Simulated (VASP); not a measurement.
# Sb (P2_1/m) in VASP: a series of runs

The runs below take Sb through core levels, phonons, elastic constants, phonon dispersion, Wannier functions by SCDM, with PBE.

All numbers are computed with VASP 6.6.1; they aren't measurements. Logs are shortened: lines on timing, memory, paths and dates and some standing lists are left out, and cuts for length are marked.

## Step 1: Starting point

It takes space group P2_1/m (No. 11, monoclinic). Conventional cell: a = 3.122 Å, b = 4.348 Å, c = 4.406 Å, α = 90.00°, β = 90.51°, γ = 90.00°. Sb (site symmetry m) is surrounded by 6 Sb at 3.04 to 3.15 Å.

This isn't the form of Sb at room conditions, which is rhombohedral.

## Step 2: Core levels, PBE

Input file INCAR:

```
  PREC = Accurate
  ENCUT = 520
  EDIFF = 1E-6
  ISMEAR = 0
  SIGMA = 0.02
  LREAL = False
  LASPH = True
  NELM = 100
  ALGO = Normal
  ISIF = 2
  LWAVE = False
  LCHARG = False
  GGA = PE
  ICORELEVEL = 1
```

Input file KPOINTS:

```
regular mesh
0
Gamma
  9 6 6
```

Input file POSCAR:

```
Sb
1.0
    3.1224020000      0.0000000000      0.0000000000
    0.0000000000      4.3475180000      0.0000000000
   -0.0389150000      0.0000000000      4.4058520000
Sb
2
Direct
    0.0113890000      0.2500000000      0.2411660000
    0.9886110000      0.7500000000      0.7588340000
```

Potentials or basis: VASP PAW PBE potentials, release 64 (Sb).

On the command line:

```bash
$ cat potpaw_PBE.64/Sb/POTCAR > POTCAR
$ mpirun -np 1 vasp_std > vasp.out
```

OUTCAR:

```text
PREC = Accurate
   ENCUT = 520
   EDIFF = 1E-6
   ISMEAR = 0
   LREAL = False
   LASPH = True
   NELM = 100
   ISIF = 2
   GGA = PE

 ion  position               nearest neighbor table
   1  0.011  0.250  0.241-   2 3.04   2 3.04   2 3.15   2 3.15
   2  0.989  0.750  0.759-   1 3.04   1 3.04   1 3.15   1 3.15

  LATTYP: Found a simple monoclinic cell.
 ALAT       =     3.1224020000
 B/A-ratio  =     1.3923633152
 C/A-ratio  =     1.4111007668
 COS(beta)  =    -0.0088322263

  Lattice vectors:

 A1 = (   3.1224020000,   0.0000000000,   0.0000000000)
 A2 = (   0.0000000000,   4.3475180000,   0.0000000000)
 A3 = (  -0.0389150000,   0.0000000000,   4.4058520000)

Analysis of symmetry for initial positions (statically):
=====================================================================
 Subroutine PRICEL returns:
 Original cell was already a primitive cell.

 Routine SETGRP: Setting up the symmetry group for a
 simple monoclinic supercell.

 Subroutine GETGRP returns: Found  4 space group operations
 (whereof  2 operations were pure point group operations)
 out of a pool of  4 trial point group operations.

The static configuration has the point symmetry S_2 .
 The point group associated with its full space group is C_2h.

Analysis of symmetry for dynamics (positions and initial velocities):
=====================================================================
 Subroutine PRICEL returns:
 Original cell was already a primitive cell.

 Routine SETGRP: Setting up the symmetry group for a
 simple monoclinic supercell.

 Subroutine GETGRP returns: Found  4 space group operations
 (whereof  2 operations were pure point group operations)
 out of a pool of  4 trial point group operations.

The dynamic configuration has the point symmetry S_2 .
 The point group associated with its full space group is C_2h.

 Subroutine INISYM returns: Found  4 space group operations
 (whereof  2 operations are pure point group operations),
 and found     1 'primitive' translations

----------------------------------------------------------------------------------------

                                     Primitive cell

  volume of cell :      59.8081

  direct lattice vectors                    reciprocal lattice vectors
     3.122402000  0.000000000  0.000000000     0.320266257  0.000000000  0.002828774
     0.000000000  4.347518000  0.000000000     0.000000000  0.230016299  0.000000000
    -0.038915000  0.000000000  4.405852000     0.000000000  0.000000000  0.226970856

  length of vectors
     3.122402000  4.347518000  4.406023856     0.320278749  0.230016299  0.226970856

  position of ions in fractional coordinates (direct lattice)
     0.011389000  0.250000000  0.241166000
     0.988611000  0.750000000  0.758834000

  ion indices of the primitive-cell ions
   primitive index   ion index
                 1           1
                 2           2

----------------------------------------------------------------------------------------

 KPOINTS: regular mesh

Automatic generation of k-mesh.
 Grid dimensions read from file:
 generate k-points for:    9    6    6

 Generating k-lattice:

  Cartesian coordinates                     Fractional coordinates (reciprocal lattice)
     0.035585140  0.000000000  0.000314308     0.111111111  0.000000000  0.000000000
     0.000000000  0.038336050  0.000000000     0.000000000  0.166666667  0.000000000
     0.000000000  0.000000000  0.037828476     0.000000000  0.000000000  0.166666667

  Length of vectors
     0.035586528  0.038336050  0.037828476

  Shift w.r.t. Gamma in fractional coordinates (k-lattice)
     0.000000000  0.000000000  0.000000000

 Subroutine IBZKPT returns following result:
 ===========================================

 Found    112 irreducible k-points:

 Following reciprocal coordinates:
            Coordinates               Weight
  0.000000  0.000000  0.000000      1.000000
  0.111111  0.000000  0.000000      2.000000
  0.222222  0.000000  0.000000      2.000000
  0.333333  0.000000  0.000000      2.000000
  0.444444  0.000000  0.000000      2.000000
  0.000000  0.166667  0.000000      2.000000
[... 16 lines left out ...]
  0.222222  0.000000  0.166667      2.000000
  0.333333  0.000000  0.166667      2.000000
 [... further k-points ...]
   k-points           NKPTS =    112   k-points in BZ     NKDIM =    112   number of bands    NBANDS=      9
   number of dos      NEDOS =    301   number of ions     NIONS =      2
   total plane-waves  NPLWV =  27648
   dimension x,y,z NGX =    24 NGY =   32 NGZ =   36
   dimension x,y,z NGXF=    48 NGYF=   64 NGZF=   72
   ions per type =               2
   NGX,Y,Z   is equivalent  to a cutoff of  12.78, 12.24, 13.58 a.u.
   NGXF,Y,Z  is equivalent  to a cutoff of  25.56, 24.47, 27.17 a.u.
 SYSTEM =  unknown system
   PREC   = accura    normal or accurate (medium, high low for compatibility)
   ISTART =      0    job   : 0-new  1-cont  2-samecut
   ICHARG =      2    charge: 1-file 2-atom 10-const
   ISPIN  =      1    spin polarized calculation?
   LNONCOLLINEAR =      F non collinear calculations
   LSORBIT =      F    spin-orbit coupling
   LASPH  =      T    aspherical Exc in radial PAW
   ENCUT  =  520.0 eV  38.22 Ry    6.18 a.u.   5.81  8.08  8.19*2*pi/ulx,y,z
   NELM   =    100;   NELMIN=  2; NELMDL= -5     # of ELM steps
   EDIFF  = 0.1E-05   stopping-criterion for ELM
   LREAL  =      F    real-space projection
   EDIFFG = 0.1E-04   stopping-criterion for IOM
   NSW    =      0    number of steps for IOM
   IBRION =     -1    ionic relax: 0-MD 1-quasi-New 2-CG
   NFREE  =      0    steps in history (QN), initial steepest desc. (CG)
   ISIF   =      2    stress and relaxation
   ISYM   =      2    0-nonsym 1-usesym 2-fastsym
   POTIM  = 0.5000    time-step for ionic-motion
   TEBEG  =    0.0;   TEEND  =   0.0 temperature during run
   PSTRESS=    0.0 pullay stress
   NELECT =      10.0000    total number of electrons
   NUPDOWN=      -1.0000    fix difference up-down
   EMIN   =  10.00;   EMAX   =-10.00  energy-range for DOS
   EFERMI =   0.00;   METHOD = LEGACY
   ISMEAR =     0;   SIGMA  =   0.02  broadening in eV -4-tet -1-fermi 0-gaus
   EFERMI_NEDOS =   21; number of points for ismear=-14 and -15
   IALGO  =     38    algorithm
   IMIX   =      4    mixing-type and parameters
     AMIX     =   0.40;   BMIX     =  1.00
     AMIX_MAG =   1.60;   BMIX_MAG =  1.00
  volume/ion in A,a.u.               =      29.90       201.80
  Fermi-wavevector in a.u.,A,eV,Ry     =   0.901893  1.704330 11.067117  0.813410
  Thomas-Fermi vector in A             =   2.025029
   LORBIT       =      0    0 simple, 1 ext, 2 COOP (PROOUT), +10 PAW based schemes
   GGA     = PE    functional components
   LHFCALC =     F    Hartree Fock is set to
   AEXX    =    0.0000 exact exchange contribution
   IVDW    =     0    specifies the selected vdW correction
   LEPSILON=     F    determine dielectric tensor
   LRPA    =     F    only Hartree local field effects (RPA)
 non-spin polarized calculation
 Gauss-broadening in eV      SIGMA  =   0.02
  energy-cutoff  :      520.00
  volume of cell :       59.81
 maximum number of plane-waves:      1642
   NGX = 11   NGY = 17   NGZ = 17

 number of electron      10.0000000 magnetization

 number of electron       9.9999999 magnetization

 Free energy of the ion-electron system (eV)
  ---------------------------------------------------
  ext. energy  EPLUGINS =         0.00000000
  ---------------------------------------------------
  free energy    TOTEN  =        -8.16308078 eV

  energy without entropy =       -8.16261653  energy(sigma->0) =       -8.16284865

 the core state eigenenergies are
   1-  1s -30286.5354  2s  -4598.4494  2p  -4126.5624  3s   -892.1412  3p   -738.3947
       3d   -503.9678  4s   -137.1551  4p    -90.1235  4d    -21.9107
   2-  1s -30286.5354  2s  -4598.4494  2p  -4126.5624  3s   -892.1412  3p   -738.3947
       3d   -503.9678  4s   -137.1551  4p    -90.1235  4d    -21.9107

 E-fermi :   7.2570     XC(G=0):  -9.6150

 val. band max:        7.2538946968   @ k =  -0.1111   0.3333   0.1667
 cond. band min:       7.2573053769   @ k =  -0.3333   0.0000   0.1667
 fundamental gap:      0.0034106801
 Fermi energy:         7.2569844556

 k-point     1 :       0.0000    0.0000    0.0000
  band No.  band energies     occupation
      1      -5.2752      2.00000
      2      -0.2123      2.00000
      3       3.5310      2.00000
      4       3.6627      2.00000
      5       9.2353      0.00000
      6      10.1970      0.00000
      7      10.4250      0.00000
      8      10.5579      0.00000
      9      13.7961      0.00000

 k-point     2 :       0.1111    0.0000    0.0000
  band No.  band energies     occupation
      1      -5.1008      2.00000
      2      -0.0302      2.00000
      3       3.6928      2.00000
      4       3.8244      2.00000
      5       8.3642      0.00000
      6       9.4019      0.00000
      7      10.5949      0.00000
      8      10.7266      0.00000
      9      12.7546      0.00000

 k-point     3 :       0.2222    0.0000    0.0000
  band No.  band energies     occupation
      1      -4.5922      2.00000
      2       0.5111      2.00000
      3       4.1474      2.00000
      4       4.2789      2.00000
      5       5.6864      2.00000
      6       9.8931      0.00000
      7      10.1557      0.00000
      8      11.0700      0.00000
      9      11.2055      0.00000
[... 229 lines left out ...]
 k-point    23 :       0.2222    0.0000    0.1667
  band No.  band energies     occupation
      1      -4.3878      2.00000
      2      -0.2256      2.00000
      3       4.5311      2.00000
      4       4.7048      2.00000
      5       5.8561      2.00000
      6       9.7126      0.00000
      7       9.8666      0.00000
      8      10.0231      0.00000
      9      10.8800      0.00000

 k-point    24 :       0.3333    0.0000    0.1667
  band No.  band energies     occupation
      1      -3.6152      2.00000
      2       0.5973      2.00000
      3       3.5212      2.00000
      4       5.1655      2.00000
      5       5.3612      2.00000
      6       7.3233      0.00000
      7      10.5229      0.00000
      8      10.7174      0.00000
      9      11.6236      0.00000

 [... further k-points ...]

------------------------ aborting loop because EDIFF is reached ----------------------------------------

  FORCE on cell =-STRESS in cart. coord.  units (eV):
  Direction    XX          YY          ZZ          XY          YZ          ZX
  --------------------------------------------------------------------------------------
  -------------------------------------------------------------------------------------
  Total        0.2140068     -0.0112063      0.1944247      0.0000000      0.0000000      0.0053593
  in kB        5.7329478     -0.3002016      5.2083705      0.0000000      0.0000000      0.1435677
  external PRESSURE =       3.5470389 kB  Pullay stress =       0.0000000 kB

 VOLUME and BASIS-vectors are now :
 -----------------------------------------------------------------------------
  energy-cutoff  :      520.00
  volume of cell :       59.81
      direct lattice vectors                 reciprocal lattice vectors
     3.122402000  0.000000000  0.000000000     0.320266257  0.000000000  0.002828774
     0.000000000  4.347518000  0.000000000     0.000000000  0.230016299  0.000000000
    -0.038915000  0.000000000  4.405852000     0.000000000  0.000000000  0.226970856

 POSITION                                       TOTAL-FORCE (eV/Angst)
 -----------------------------------------------------------------------------------
      0.02618      1.08688      1.06254        -0.028406      0.000000      0.054296
      3.05731      3.26064      3.34331         0.028406     -0.000000     -0.054296
 -----------------------------------------------------------------------------------
    total drift:                               -0.000000      0.000000      0.000000

  FREE ENERGIE OF THE ION-ELECTRON SYSTEM (eV)
  ---------------------------------------------------
  free  energy   TOTEN  =        -8.1630807814 eV

  energy  without entropy=       -8.1626165251  energy(sigma->0) =       -8.16284865
```

Run time: 18 s. Hardware: 1 thread of Intel Xeon Platinum 8488C (Sapphire Rapids), shared host; peak memory 0.2 GiB.

What came out:

- Free energy: -8.1631 eV
- Pressure: 0.4 GPa
- Largest force: 0.061 eV/Å
- Band gap on the k mesh: none (metal or under the smearing width)

Forces on the atoms (eV/Å):
```
Sb  -0.028  0.000  0.054
Sb   0.028  0.000 -0.054
```

Stress tensor (GPa, compression positive):
```
 0.57  0.00  0.01
 0.00 -0.03  0.00
 0.01  0.00  0.52
```

Levels at points of the mesh, in eV from the Fermi level:
```csv
k point,band 2,band 3,band 4,band 5,band 6,band 7,band 8,band 9
"(0.00, 0.00, 0.00)",-7.47,-3.73,-3.59,1.98,2.94,3.17,3.30,6.54
"(0.00, 0.50, 0.00)",-10.74,-1.58,-1.58,-1.00,-1.00,4.62,4.62,8.02
"(0.00, 0.00, 0.50)",-10.55,-1.68,-1.15,-1.02,-0.87,4.41,4.79,7.69
"(0.00, 0.50, 0.50)",-10.09,-5.71,-5.71,4.96,4.96,5.22,5.22,8.81
```

Core levels (eV, on the scale of the bands):
```csv
atom,levels
1 Sb,"1s -30286.5, 2s -4598.4, 2p -4126.6, 3s -892.1, 3p -738.4, 3d -504.0, 4s -137.2, 4p -90.1, 4d -21.9"
2 Sb,"1s -30286.5, 2s -4598.4, 2p -4126.6, 3s -892.1, 3p -738.4, 3d -504.0, 4s -137.2, 4p -90.1, 4d -21.9"
```

The run has no spin-orbit coupling, so splittings on Sb are missing.

[end of part 1 of 3]
